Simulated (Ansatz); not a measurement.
ScAl3:

```xyz
4
Lattice="4.0878 0.0000 0.0000 0.0000 4.0878 0.0000 0.0000 0.0000 4.0878" Properties=species:S:1:pos:R:3 pbc="T T T"
Sc    0.0000    0.0000    0.0000
Al    2.0439    2.0439    0.0000
Al    0.0000    2.0439    2.0439
Al    2.0439    0.0000    2.0439
```

The cell is a database's computed one.

```yaml
Program: Ansatz 0.2.0
Task: relaxation of cell and atoms
Functional: PBEsol
Dispersion: D3(BJ)
Potentials_or_basis: Ansatz PAW
Cutoff: "420 eV (not typed: the program's choice for these potentials)"
k_mesh: 7 × 7 × 7
Occupations: fermi-dirac, width 0.05 eV
Spin: no spin polarisation
```

At the start: volume 17.08 Å³/atom.

Where does the relaxation end?

It ends after 5 steps and the volume is 16.23 Å³/atom (-4.9 %); space group Pm-3m (No. 221, to 0.05 Å).

Step by step:
| step | energy change (eV) | largest force (eV/Å) | volume (Å³) |
| --- | --- | --- | --- |
| 1 | 0.0000 | 0.0000 | 68.31 |
| 2 | -0.0218 | 0.0000 | 62.46 |
| 3 | -0.0518 | 0.0000 | 65.11 |
| 4 | -0.0521 | 0.0000 | 64.93 |
| 5 | -0.0512 | 0.0000 | 64.93 |

Final structure:
```cif
data_structure
_symmetry_space_group_name_H-M 'P 1'
_symmetry_Int_Tables_number 1
_cell_length_a 4.0192
_cell_length_b 4.0192
_cell_length_c 4.0192
_cell_angle_alpha 90.000
_cell_angle_beta 90.000
_cell_angle_gamma 90.000
_cell_volume 64.93
loop_
_atom_site_label
_atom_site_type_symbol
_atom_site_fract_x
_atom_site_fract_y
_atom_site_fract_z
_atom_site_occupancy
Sc1 Sc 0.00000 0.00000 0.00000 1
Al1 Al 0.50000 0.50000 0.00000 1
Al2 Al 0.00000 0.50000 0.50000 1
Al3 Al 0.50000 0.00000 0.50000 1
```

Caveat: the plane-wave basis is chosen anew once the cell has moved, so the energies of steps on either side of that aren't comparable; pairwise dispersion overbinds metals, which lowers pressure and volume; the PAW data sets come from PBE, with cores solved anew for the run's functional, which leaves a small shift of forces and pressure.
